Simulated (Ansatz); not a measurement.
**Sn: clamped-ion strain scan**

Level of theory: DFT PBE, scalar-relativistic, plane waves, PAW in Ansatz. Settings: plane waves to 420 eV, k-mesh 12×12×12 (Γ-centred), Gaussian smearing 0.15 eV. No spin polarisation. Energies are free energies at this smearing, counted from the undisturbed cell; pressure is positive in compression.

Reference structure (as given, not relaxed at this level; it stands at 3.2 GPa):

```
CELL_PARAMETERS angstrom
0.00000 3.24560 3.24560
3.24560 0.00000 3.24560
3.24560 3.24560 0.00000
ATOMIC_POSITIONS crystal
Sn 0.50000 0.50000 0.50000
Sn 0.75000 0.75000 0.75000
```

The cell is strained by ε times the Voigt pattern (1, -1, 0, 0, 0, 0) (xx, yy, zz, yz, xz, xy; engineering shear) with fractional coordinates fixed. The cell is metallic on the mesh throughout.

| ε | ΔE (meV/atom) | stress summed along the pattern (GPa, tension positive) | pressure (GPa) |
| --- | --- | --- | --- |
| -0.0200 | ? | -1.15 | 3.2 |
| -0.0100 | 0.7 | -0.58 | 3.2 |
| 0.0000 | 0.0 | 0.00 | 3.2 |
| 0.0025 | 0.0 | ? | 3.2 |
| 0.0050 | 0.2 | 0.29 | 3.2 |
| 0.0075 | 0.4 | 0.43 | 3.2 |
| 0.0125 | 1.1 | 0.72 | 3.2 |
| 0.0150 | 1.5 | 0.86 | 3.2 |
| 0.0175 | 2.1 | 1.01 | 3.2 |

By symmetry 0.0200 repeats -0.0200, -0.0150 repeats 0.0150, 0.0100 repeats -0.0100, -0.0050 repeats 0.0050 in energy; the slope of the energy along the path changes sign there.

Task: Give the withheld values.

Result: ΔE (meV/atom) at ε = -0.0200: 2.7; stress summed along the pattern (GPa, tension positive) at ε = 0.0025: 0.14.